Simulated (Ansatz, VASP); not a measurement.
# Two plane-wave programs on TePb

```
CELL_PARAMETERS angstrom
3.93163 0.00000 0.00000
0.00000 3.93163 0.00000
0.00000 0.00000 3.93163
ATOMIC_POSITIONS crystal
Te 0.50000 0.50000 0.50000
Pb 0.00000 0.00000 0.00000
```

Alike in both runs: task single point; functional PBE; dispersion D3(BJ); k mesh 8 × 8 × 8; occupations gaussian, width 0.05 eV; no spin polarisation.

|  | VASP | Ansatz |
| --- | --- | --- |
| version | VASP 6.6.1 | Ansatz 0.2.0 |
| potentials or method | VASP PAW PBE potentials, release 64 (Te, Pb_d) | scalar-relativistic, plane waves, PAW |
| plane-wave cutoff (eV) | 520 | 420 |
| valence electrons in the cell | 20 | 30 |

```csv
,VASP,Ansatz,Ansatz less VASP
gap on the k mesh at the Fermi level (eV),none,none,-
pressure (GPa),0.0,0.0,+0.04
```

A gap of «none» marks a metal or a gap that the smearing closes. With one functional, cell and mesh, what is left measures potentials, basis and numerics. The two sets of potentials don't hold the same shells in valence.

Caveats: pairwise dispersion overbinds metals, which lowers pressure and volume. Spin-orbit coupling is left out, which matters for the levels of Pb, Te.
